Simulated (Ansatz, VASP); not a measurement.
## SrCl2 in VASP and in Ansatz

```
Sr Cl
1.0
     0.00000    3.48550    3.48550
     3.48550    0.00000    3.48550
     3.48550    3.48550    0.00000
Sr Cl
1 2
Direct
  0.00000 0.00000 0.00000
  0.25000 0.25000 0.25000
  0.75000 0.75000 0.75000
```

Alike in both runs: task electric field gradients; functional PBE; k mesh 8 × 8 × 8; occupations fermi-dirac, width 0.01 eV; no spin polarisation.

|  | VASP | Ansatz |
| --- | --- | --- |
| version | VASP 6.6.1 | Ansatz 0.2.0 |
| potentials or method | VASP PAW PBE potentials, release 64 (Sr_sv, Cl) | PAW with Ansatz's default frozen-core files, scalar-relativistic |
| plane-wave cutoff (eV) | 520 | 420 |
| valence electrons in the cell | 24 | 24 |

|  | VASP | Ansatz | Ansatz less VASP |
| --- | --- | --- | --- |
| gap on the k mesh at the Fermi level (eV) | 5.35 | 5.35 | +0.005 |
| pressure (GPa) | 1.2 | 1.1 | -0.09 |
| Vzz of the field gradient on the site that differs most (V/Å²) | 0.0 | 0.0 | 0.00 |

The functional is the same, so the differences come from potentials, cutoffs and numerics. Ansatz warned: «gradients_without_spin_orbit».

A k mesh can miss the band edges. Expect the measured gap to be larger: semilocal functionals such as PBE lack the derivative discontinuity.
